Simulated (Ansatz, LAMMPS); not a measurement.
# Settings and their price: amorphous Al2O3 (175 atoms)

Density of this cell: 3.28 g/cm³. The cell holds 175 atoms: 70 Al and 105 O. Its edges and angles: a = 12.179 Å, b = 12.179 Å, c = 12.179 Å, α = 90.0°, β = 90.0°, γ = 90.0°. 175 atoms (70 Al, 105 O) placed at random at 3 g/cm³, melted at 5000 K for 10 ps at fixed volume with the Morse and Coulomb pair potential with partial charges (Pedone, Malavasi, Menziani, Cormack and Segre, J. Phys. Chem. B 110, 11780 (2006)). Quenched from 5000 K to 300 K at 50 K/ps and fixed volume, held 10 ps at zero pressure.

Geometry: as built.

Reference run: Kohn-Sham DFT, PBE, PAW (set soft_2), plane waves (Ansatz 0.2.0), cutoff 420 eV, Γ point, fixed occupations.

| Quantity | Value |
| --- | --- |
| r.m.s. force component | 1.063 eV/Å |
| pressure | 15.14 GPa |
| gap (highest filled to lowest empty level) | 3.676 eV |
| SCF cycles | 9 |
| time | 59 s on 4 threads of Arm Neoverse V1, shared host |

**Question.** The same geometry is run again with each of these changes. How far do the results move, and how long does each run take?
- support functions low
- support functions medium
- support functions medium, radius 3.33 Å

Differences are against the plane-wave reference (Kohn-Sham DFT, PBE, PAW (set soft_2), plane waves), whose r.m.s. force component is 1.06 eV/Å. Energies are set beside the reference only for runs with its functional, potentials and electron count. Times are for 4 threads of Arm Neoverse V1, shared host. The reference's time includes the DOS, the stress and grids, which some other runs skip.

| run | Δ force, r.m.s. (meV/Å) | share of r.m.s. force (%) | Δ energy (meV/atom) | Δ gap (eV) | cycles | time | host memory (GiB) |
| --- | --- | --- | --- | --- | --- | --- | --- |
| reference | - | - | - | - | 9 | 59 s | 2.9 |
| support functions low | 0.852 | 0.0802 | -4.36 | 5.0e-4 | 12 | 3.1 min | 5.4 |
| support functions medium | 0.837 | 0.0787 | -4.36 | 2.0e-4 | 13 | 3.7 min | 5.4 |
| support functions medium, radius 3.33 Å | 0.876 | 0.0824 | -4.35 | 2.0e-4 | 13 | 3.3 min | 5.2 |

Among numerical settings the force difference runs from 0.84 meV/Å (support functions medium) to 0.88 meV/Å (support functions medium, radius 3.33 Å). At 175 atoms the fastest of the runs at a preset level, support functions low, takes roughly 3.1 times the time of plane waves (whose run also made extra analyses, so the like-for-like ratio is larger), in 12 SCF cycles against 9. Differences between support functions and plane waves include what basis error the plane-wave run still has. The force difference hardly changes among these support-function runs, which points to the basis of the plane-wave reference as its main source. 

[Hosts, paths, dates, database ids (printed as entryN), source tags and the programs' standing remarks are cut or masked in the printed files.]
